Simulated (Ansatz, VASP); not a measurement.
## Two plane-wave programs on Rh

```
Rh
1.0
     0.00000    2.42375    2.42375
     2.42375    0.00000    2.42375
     2.42375    2.42375    0.00000
Rh
2
Direct
  0.87500 0.87500 0.87500
  0.12500 0.12500 0.12500
```

Change from the starting cell: volume scaled by 0.68, PAW files.

Alike in both runs: task single point; functional PBE; k mesh 13 × 13 × 13; occupations fermi-dirac, width 0.05 eV; no spin polarisation.

|  | VASP | Ansatz |
| --- | --- | --- |
| version | VASP 6.6.1 | Ansatz 0.2.0 |
| potentials or method | VASP PAW PBE potentials, release 64 (Rh_pv) | PAW with Ansatz's default frozen-core files, scalar-relativistic |
| plane-wave cutoff (eV) | 520 | 420 |
| valence electrons in the cell | 30 | 34 |

```tsv
	VASP	Ansatz	Ansatz less VASP
pressure (GPa)	131.6	128.9	-2.66
```

With one functional, cell and mesh, what is left measures potentials, basis and numerics. The two sets of potentials don't hold the same shells in valence.

Caveats: the cell as given lies far from equilibrium; so large a pressure means that the cell lies far from this level's equilibrium, or that cutoff or potentials fall short (VASP).
